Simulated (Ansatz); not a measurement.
# SrO (CsCl type): gap against strain (xy shear, engineering strain (angle))

SrO, CsCl type, relaxed with r2SCAN in Ansatz 0.2.0, then strained (xy shear, engineering strain (angle); angles, axes as in the cell below) with the atoms relaxed again within the symmetry that is left. It is cubic, Pm-3m (No. 221); a = 3.103 Å in the conventional setting, 14.94 Å³ an atom. Around Sr lie 8 O at 2.69 Å; around O lie 8 Sr at 2.69 Å. (Calculated; spin-unpolarised; the phase may be known or hypothetical.)

```
Sr O
1.0
     3.10287    0.00000    0.00000
     0.00000    3.10287    0.00000
     0.00000    0.00000    3.10287
Sr O
1 1
Direct
  0.00000 0.00000 0.00000
  0.50000 0.50000 0.50000
```

Gaps are the least over each mesh (PBE 8×8×8, r2SCAN 8×8×8, HSE06 6×6×6 when unstrained) and the special points, which keep their unstrained names; stress is the change from the unstrained cell, compression positive.

```
strain (%)  gap, PBE (eV)  gap, r2SCAN (eV)  gap, HSE06 (eV)  edges, HSE06  xy stress, r2SCAN (GPa)  energy rise, r2SCAN (meV/atom)
     -5.21          2.813             3.315            4.335         M → Γ                    +0.17                             0.4
       0.0          2.804             3.306            4.326         M → Γ                     0.00                             0.0
     +5.52          2.814             3.317            4.336         M → Γ                    -0.19                             0.4
     +5.62          2.815             3.317            4.336         M → Γ                    -0.19                             0.5
```

**Question.** Estimate the row for a strain of -5.76 %.

**Answer.**
```
strain (%)  gap, PBE (eV)  gap, r2SCAN (eV)  gap, HSE06 (eV)  edges, HSE06  xy stress, r2SCAN (GPa)  energy rise, r2SCAN (meV/atom)
     -5.76          2.815             3.317            4.337         M → Γ                    +0.20                             0.5
```

The meshes of the hybrids are coarse, so their gaps aren't converged to the digits shown.
